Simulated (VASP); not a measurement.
# CdSe (F-43m) in VASP: settings compared

Aim: see how the results for CdSe move with the level of theory and the settings. Levels: RPBE, PBEsol. Tasks: relaxation of cell and atoms.

Program: VASP 6.6.1. These are calculated values, not measurements. Logs are shortened: lines on timing, memory, paths and dates and some standing lists are left out, and cuts for length are marked.

## (1) The structure

Symmetry: F-43m, No. 216, cubic system. The conventional cell has a = 6.141 Å, b = 6.141 Å, c = 6.141 Å, α = 90.00°, β = 90.00°, γ = 90.00°. Cd (site symmetry -43m) is surrounded by 4 Se at 2.66 Å. Around Se (site symmetry -43m) lie 4 Cd at 2.66 Å.

Measurements of this composition are mostly on another form, of space group No. 186.

## (2) Relaxation of cell and atoms, RPBE

File INCAR:

```
SYSTEM = CdSe
PREC = Accurate
ENCUT = 600
EDIFF = 1E-6
ISMEAR = 0
SIGMA = 0.03
LREAL = .False.
LASPH = .True.
NELM = 80
ALGO = Normal
ISIF = 3
LWAVE = .False.
LCHARG = .False.
GGA = RP
IBRION = 2
NSW = 90
EDIFFG = -0.01
```

File KPOINTS:

```
regular mesh
0
Gamma
  8 8 8
  0 0 0
```

File POSCAR:

```
CdSe
1.0
    0.0000000000      3.0702711986      3.0702711986
    3.0702711986      0.0000000000      3.0702711986
    3.0702711986      3.0702711986      0.0000000000
Cd Se
1 1
Direct
    0.0000000000      0.0000000000      0.0000000000
    0.7500000000      0.7500000000      0.7500000000
```

Potentials or basis: VASP PAW PBE potentials, release 64 (Cd, Se).

On the command line:

```sh
cat potpaw_PBE.64/Cd/POTCAR potpaw_PBE.64/Se/POTCAR > POTCAR
mpirun -np 1 vasp_std > vasp.out
```

OUTCAR:

```text
SYSTEM = CdSe
   PREC = Accurate
   ENCUT = 600
   EDIFF = 1E-6
   ISMEAR = 0
   LREAL = .False.
   LASPH = .True.
   NELM = 80
   ISIF = 3
   GGA = RP
   IBRION = 2
   NSW = 90
   EDIFFG = -0.01

 ion  position               nearest neighbor table
   1  0.000  0.000  0.000-   2 2.66   2 2.66   2 2.66   2 2.66
   2  0.750  0.750  0.750-   1 2.66   1 2.66   1 2.66   1 2.66

  LATTYP: Found a face centered cubic cell.
 ALAT       =     6.1405423972

  Lattice vectors:

 A1 = (   0.0000000000,   3.0702711986,   3.0702711986)
 A2 = (   3.0702711986,   0.0000000000,   3.0702711986)
 A3 = (   3.0702711986,   3.0702711986,   0.0000000000)

Analysis of symmetry for initial positions (statically):
=====================================================================
 Subroutine PRICEL returns:
 Original cell was already a primitive cell.

 Routine SETGRP: Setting up the symmetry group for a
 face centered cubic supercell.

 Subroutine GETGRP returns: Found 24 space group operations
 (whereof 24 operations were pure point group operations)
 out of a pool of 48 trial point group operations.

The static configuration has the point symmetry T_d .

Analysis of symmetry for dynamics (positions and initial velocities):
=====================================================================
 Subroutine PRICEL returns:
 Original cell was already a primitive cell.

 Routine SETGRP: Setting up the symmetry group for a
 face centered cubic supercell.

 Subroutine GETGRP returns: Found 24 space group operations
 (whereof 24 operations were pure point group operations)
 out of a pool of 48 trial point group operations.

The dynamic configuration has the point symmetry T_d .

 Subroutine INISYM returns: Found 24 space group operations
 (whereof 24 operations are pure point group operations),
 and found     1 'primitive' translations

----------------------------------------------------------------------------------------

                                     Primitive cell

  volume of cell :      57.8842

  direct lattice vectors                    reciprocal lattice vectors
     0.000000000  3.070271199  3.070271199    -0.162852063  0.162852063  0.162852063
     3.070271199  0.000000000  3.070271199     0.162852063 -0.162852063  0.162852063
     3.070271199  3.070271199  0.000000000     0.162852063  0.162852063 -0.162852063

  length of vectors
     4.342019169  4.342019169  4.342019169     0.282068048  0.282068048  0.282068048

  position of ions in fractional coordinates (direct lattice)
     0.000000000  0.000000000  0.000000000
     0.750000000  0.750000000  0.750000000

  ion indices of the primitive-cell ions
   primitive index   ion index
                 1           1
                 2           2

----------------------------------------------------------------------------------------

 KPOINTS: regular mesh

Automatic generation of k-mesh.
 Grid dimensions read from file:
 generate k-points for:    8    8    8

 Generating k-lattice:

  Cartesian coordinates                     Fractional coordinates (reciprocal lattice)
    -0.020356508  0.020356508  0.020356508     0.125000000  0.000000000  0.000000000
     0.020356508 -0.020356508  0.020356508     0.000000000  0.125000000  0.000000000
     0.020356508  0.020356508 -0.020356508     0.000000000  0.000000000  0.125000000

  Length of vectors
     0.035258506  0.035258506  0.035258506

  Shift w.r.t. Gamma in fractional coordinates (k-lattice)
     0.000000000  0.000000000  0.000000000

 Subroutine IBZKPT returns following result:
 ===========================================

 Found     29 irreducible k-points:

 Following reciprocal coordinates:
            Coordinates               Weight
  0.000000  0.000000  0.000000      1.000000
  0.125000  0.000000  0.000000      8.000000
  0.250000  0.000000  0.000000      8.000000
  0.375000  0.000000  0.000000      8.000000
  0.500000  0.000000  0.000000      4.000000
  0.125000  0.125000  0.000000      6.000000
[... 16 lines left out ...]
  0.500000  0.250000  0.125000     48.000000
 -0.375000  0.250000  0.125000     24.000000
 [... further k-points ...]
   k-points           NKPTS =     29   k-points in BZ     NKDIM =     29   number of bands    NBANDS=     13
   number of dos      NEDOS =    301   number of ions     NIONS =      2
   total plane-waves  NPLWV =  46656
   dimension x,y,z NGX =    36 NGY =   36 NGZ =   36
   dimension x,y,z NGXF=    72 NGYF=   72 NGZF=   72
   ions per type =               1   1
   NGX,Y,Z   is equivalent  to a cutoff of  13.78, 13.78, 13.78 a.u.
   NGXF,Y,Z  is equivalent  to a cutoff of  27.57, 27.57, 27.57 a.u.
 SYSTEM =  CdSe
   PREC   = accura    normal or accurate (medium, high low for compatibility)
   ISTART =      0    job   : 0-new  1-cont  2-samecut
   ICHARG =      2    charge: 1-file 2-atom 10-const
   ISPIN  =      1    spin polarized calculation?
   LNONCOLLINEAR =      F non collinear calculations
   LSORBIT =      F    spin-orbit coupling
   LASPH  =      T    aspherical Exc in radial PAW
   ENCUT  =  600.0 eV  44.10 Ry    6.64 a.u.   8.67  8.67  8.67*2*pi/ulx,y,z
   NELM   =     80;   NELMIN=  2; NELMDL= -5     # of ELM steps
   EDIFF  = 0.1E-05   stopping-criterion for ELM
   LREAL  =      F    real-space projection
   EDIFFG = -.1E-01   stopping-criterion for IOM
   NSW    =     90    number of steps for IOM
   IBRION =      2    ionic relax: 0-MD 1-quasi-New 2-CG
   NFREE  =      1    steps in history (QN), initial steepest desc. (CG)
   ISIF   =      3    stress and relaxation
   ISYM   =      2    0-nonsym 1-usesym 2-fastsym
   POTIM  = 0.5000    time-step for ionic-motion
   TEBEG  =    0.0;   TEEND  =   0.0 temperature during run
   PSTRESS=    0.0 pullay stress
   NELECT =      18.0000    total number of electrons
   NUPDOWN=      -1.0000    fix difference up-down
   EMIN   =  10.00;   EMAX   =-10.00  energy-range for DOS
   EFERMI =   0.00;   METHOD = LEGACY
   ISMEAR =     0;   SIGMA  =   0.03  broadening in eV -4-tet -1-fermi 0-gaus
   EFERMI_NEDOS =   21; number of points for ismear=-14 and -15
   IALGO  =     38    algorithm
   IMIX   =      4    mixing-type and parameters
     AMIX     =   0.40;   BMIX     =  1.00
     AMIX_MAG =   1.60;   BMIX_MAG =  1.00
  volume/ion in A,a.u.               =      28.94       195.31
  Fermi-wavevector in a.u.,A,eV,Ry     =   1.109121  2.095935 16.737199  1.230149
  Thomas-Fermi vector in A             =   2.245657
   LORBIT       =      0    0 simple, 1 ext, 2 COOP (PROOUT), +10 PAW based schemes
   GGA     = RP    functional components
   LHFCALC =     F    Hartree Fock is set to
   AEXX    =    0.0000 exact exchange contribution
   IVDW    =     0    specifies the selected vdW correction
   LEPSILON=     F    determine dielectric tensor
   LRPA    =     F    only Hartree local field effects (RPA)
 conjugate gradient relaxation of ions
 non-spin polarized calculation
 Gauss-broadening in eV      SIGMA  =   0.03
  energy-cutoff  :      600.00
  volume of cell :       57.88
 maximum number of plane-waves:      1964
   NGX = 17   NGY = 17   NGZ = 17

--------------------------------------- Ionic step        1  -------------------------------------------

 number of electron      17.9999997 magnetization

 Free energy of the ion-electron system (eV)
  ---------------------------------------------------
  ext. energy  EPLUGINS =         0.00000000
  ---------------------------------------------------
  free energy    TOTEN  =        -4.83421400 eV

  energy without entropy =       -4.83421400  energy(sigma->0) =       -4.83421400

------------------------ aborting loop because EDIFF is reached ----------------------------------------

  FORCE on cell =-STRESS in cart. coord.  units (eV):
  Direction    XX          YY          ZZ          XY          YZ          ZX
  --------------------------------------------------------------------------------------
  -------------------------------------------------------------------------------------
  Total        1.2350466      1.2350466      1.2350466      0.0000000      0.0000000      0.0000000
  in kB       34.1848533     34.1848533     34.1848533      0.0000000      0.0000000      0.0000000
  external PRESSURE =      34.1848533 kB  Pullay stress =       0.0000000 kB
[... 57 lines left out ...]
  energy  without entropy=       -4.8767989527  energy(sigma->0) =       -4.87679895

--------------------------------------- Ionic step        3  -------------------------------------------

 number of electron      18.0000004 magnetization

 Free energy of the ion-electron system (eV)
  ---------------------------------------------------
  ext. energy  EPLUGINS =         0.00000000
  ---------------------------------------------------
  free energy    TOTEN  =        -4.87831579 eV

  energy without entropy =       -4.87831579  energy(sigma->0) =       -4.87831579

 E-fermi :   0.4523     XC(G=0):  -8.1718

 val. band max:        0.3116246710   @ k =   0.0000   0.0000   0.0000
 cond. band min:       0.8807302855   @ k =   0.0000   0.0000   0.0000
 fundamental gap:      0.5691056144
 Fermi energy:         0.4522640428

 k-point     1 :       0.0000    0.0000    0.0000
  band No.  band energies     occupation
      1     -11.7128      2.00000
      2      -7.3457      2.00000
      3      -7.3457      2.00000
      4      -7.3457      2.00000
      5      -7.0738      2.00000
      6      -7.0738      2.00000
      7       0.3116      2.00000
      8       0.3116      2.00000
      9       0.3116      2.00000
     10       0.8807      0.00000
     11       6.3066      0.00000
     12       6.3066      0.00000
     13       6.3066      0.00000
[... 353 lines left out ...]
 k-point    24 :      -0.3750    0.2500    0.1250
  band No.  band energies     occupation
      1     -11.3846      2.00000
      2      -7.2479      2.00000
      3      -7.2316      2.00000
      4      -7.0848      2.00000
      5      -7.0608      2.00000
      6      -6.7798      2.00000
      7      -3.2705      2.00000
      8      -1.3241      2.00000
      9      -0.6785      2.00000
     10       3.9827      0.00000
     11       5.9698      0.00000
     12       7.0285      0.00000
     13       8.1769      0.00000

 [... further k-points ...]
[... 5 lines left out ...]
  --------------------------------------------------------------------------------------
  -------------------------------------------------------------------------------------
  Total        0.0078676      0.0078676      0.0078676     -0.0000000     -0.0000000      0.0000000
  in kB        0.2023226      0.2023226      0.2023226     -0.0000000     -0.0000000      0.0000000
  external PRESSURE =       0.2023226 kB  Pullay stress =       0.0000000 kB
[... 17 lines left out ...]
  FREE ENERGIE OF THE ION-ELECTRON SYSTEM (eV)
  ---------------------------------------------------
  free  energy   TOTEN  =        -4.8783157925 eV

  energy  without entropy=       -4.8783157925  energy(sigma->0) =       -4.87831579

 reached required accuracy - stopping structural energy minimisation
```

Run time: 49 s. Hardware: 1 thread of Intel Xeon 6975P-C (Granite Rapids), shared host; peak memory 0.22 GiB.

Results:

* Free energy: -4.8783 eV
* Relaxed volume: 31.15 Å³/atom
* Relaxed cell: a = 4.450 Å, b = 4.450 Å, c = 4.450 Å, α = 60.00°, β = 60.00°, γ = 60.00°
* Space group after relaxing (to 0.05 Å): F-43m (No. 216)
* Energy gained by relaxing: 22.1 meV/atom
* Ionic steps: 3
* Pressure after relaxing: 0.0 GPa
* Band gap on the k mesh: 0.57 eV, direct

Step by step:
| step | energy change (eV) | largest force (eV/Å) | pressure (GPa) | volume (Å³) |
| --- | --- | --- | --- | --- |
| 1 | 0.0000 | 0.0000 | 3.42 | 57.88 |
| 2 | -0.0426 | 0.0000 | -0.54 | 63.21 |
| 3 | -0.0441 | 0.0000 | 0.02 | 62.30 |

Final structure:
```xyz
2
Lattice="0.0000 3.1465 3.1465 3.1465 0.0000 3.1465 3.1465 3.1465 0.0000" Properties=species:S:1:pos:R:3 pbc="T T T"
Cd    0.0000    0.0000    0.0000
Se    4.7197    4.7197    4.7197
```

Levels at points of the mesh, in eV from the valence-band top:
```tsv
k point	band 5	band 6	band 7	band 8	band 9	band 10	band 11	band 12	band 13
(0.00, 0.00, 0.00)	-7.39	-7.39	0.00	0.00	0.00	0.57	6.00	6.00	6.00
(0.50, 0.00, 0.00)	-7.37	-7.16	-3.77	-0.61	-0.61	2.38	6.49	6.49	7.32
(0.50, 0.50, 0.00)	-7.34	-7.10	-3.59	-1.51	-1.51	3.50	3.72	8.88	9.73
```

Caveat: the PAW data sets were made with another functional, which shifts forces and pressure a little.

## (3) Relaxation of cell and atoms, RPBE

This run uses another cell than the first one, of 31.15 Å³/atom, 1.076 times its volume.

Changes to INCAR since step 2:

```diff
@@ -3,3 +3,3 @@
 ENCUT = 600
-EDIFF = 1E-6
+EDIFF = 1E-7
 ISMEAR = 0
@@ -16,2 +16,2 @@
 NSW = 90
-EDIFFG = -0.01
+EDIFFG = -0.005
```

KPOINTS is that of step 2.

File POSCAR:

```
CdSe                                    
1.0
    0.0000000000      3.1464909889      3.1464909889
    3.1464909889      0.0000000000      3.1464909889
    3.1464909889      3.1464909889      0.0000000000
  Cd              Se            
     1     1
Direct
     0.0000000000000000    0.0000000000000000    0.0000000000000000
     0.7500000000000000    0.7500000000000000    0.7500000000000000
```

Potentials or basis: VASP PAW PBE potentials, release 64 (Cd, Se).

On the command line:

```sh
cat potpaw_PBE.64/Cd/POTCAR potpaw_PBE.64/Se/POTCAR > POTCAR
mpirun -np 1 vasp_std > vasp.out
```

Run time: 14 s. Hardware: 1 thread of Intel Xeon 6975P-C (Granite Rapids), shared host; peak memory 0.21 GiB.

Results (log left out):

| Property | Result |
| --- | --- |
| Free energy | -4.8795 eV |
| Pressure after relaxing | 0.0 GPa |
| Band gap on the k mesh | 0.57 eV, direct |

Final structure:
```cif
data_structure
_symmetry_space_group_name_H-M 'P 1'
_symmetry_Int_Tables_number 1
_cell_length_a 4.4498
_cell_length_b 4.4498
_cell_length_c 4.4498
_cell_angle_alpha 60.000
_cell_angle_beta 60.000
_cell_angle_gamma 60.000
_cell_volume 62.30
loop_
_atom_site_label
_atom_site_type_symbol
_atom_site_fract_x
_atom_site_fract_y
_atom_site_fract_z
_atom_site_occupancy
Cd1 Cd 0.00000 0.00000 0.00000 1
Se1 Se 0.75000 0.75000 0.75000 1
```

Levels at points of the mesh, in eV from the valence-band top:
```csv
k point,band 5,band 6,band 7,band 8,band 9,band 10,band 11,band 12,band 13
"(0.00, 0.00, 0.00)",-7.39,-7.39,0.00,0.00,0.00,0.57,5.99,5.99,5.99
"(0.50, 0.00, 0.00)",-7.37,-7.16,-3.77,-0.61,-0.61,2.38,6.49,6.49,7.32
"(0.50, 0.50, 0.00)",-7.34,-7.10,-3.59,-1.51,-1.51,3.50,3.72,8.88,9.73
```

Caveat: the relaxation stopped at its first step, so nothing moved; the PAW data sets were made with another functional, which shifts forces and pressure a little.

(Continued in part 2 of 2.)
